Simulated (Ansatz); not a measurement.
# Zn (omega type): a relaxation

The task is a relaxation on Zn (omega type). The structure is shown as the input types it.

Program: Ansatz 0.2.0. Level of theory: DFT, PBE, PAW with Ansatz's default frozen-core files, scalar-relativistic. These are calculated values, not measurements.

## 1. Starting point

The structure is hexagonal, space group P6/mmm (No. 191). Conventional cell: a = 4.281 Å, b = 4.281 Å, c = 2.717 Å, α = 90.00°, β = 90.00°, γ = 120.00°. Zn (site symmetry 6/mmm) is surrounded by 14 Zn at 2.72 to 2.82 Å. Zn (site symmetry -6m2) is surrounded by 11 Zn at 2.47 to 2.82 Å.

Coordinates:

```cif
data_structure
_symmetry_space_group_name_H-M 'P 1'
_symmetry_Int_Tables_number 1
_cell_length_a 4.2809
_cell_length_b 4.2809
_cell_length_c 2.7175
_cell_angle_alpha 90.000
_cell_angle_beta 90.000
_cell_angle_gamma 120.000
_cell_volume 43.13
loop_
_atom_site_label
_atom_site_type_symbol
_atom_site_fract_x
_atom_site_fract_y
_atom_site_fract_z
_atom_site_occupancy
Zn1 Zn 0.00000 0.00000 0.00000 1
Zn2 Zn 0.33333 0.66667 0.50000 1
Zn3 Zn 0.66667 0.33333 0.50000 1
```

## 2. Running it

The input, input.yaml:

```yaml
crystal:
  lattice:
    - [4.2808580455, 0.0, 0.0]
    - [-2.1404290228, 3.7073318174, 0.0]
    - [0.0, 0.0, 2.7174851482]
  atoms:
    - { symbol: Zn, position: [0.0, 0.0, 0.0] }
    - { symbol: Zn, position: [0.3333333333, 0.6666666667, 0.5] }
    - { symbol: Zn, position: [0.6666666667, 0.3333333333, 0.5] }
kpoints:
  mp_grid: { grid: [9, 9, 12] }
scf:
  occupations: { method: fermi_dirac, width: 1.0 }
  max_iter: 100
hamiltonian:
  xc: pbe
  pseudopotentials: { kind: paw }
output:
  forces: true
  stress: true
relax:
  f_tol: 0.005
  max_steps: 30
  cell: { stress_tol: 0.04, fix: [volume] }
```

Run with:

```console
$ ansatz run input.yaml --threads 1 --pin off --max-ram 3072MiB --backend cpu --events-out ev --progress --plain --runs-dir out
```

**Question.** How will this run end, and is anything wrong with its input?

The run converged and reported no error. That alone doesn't make the input a sound one.

The suspect setting: scf.occupations.width is 1.0. The width is far wider than usual, so occupations near the Fermi level are blurred and the entropy term grows. A Fermi-Dirac width of 1 eV is an electron temperature of 11600 K.

Run again and compare: set scf.occupations.width to 0.1.
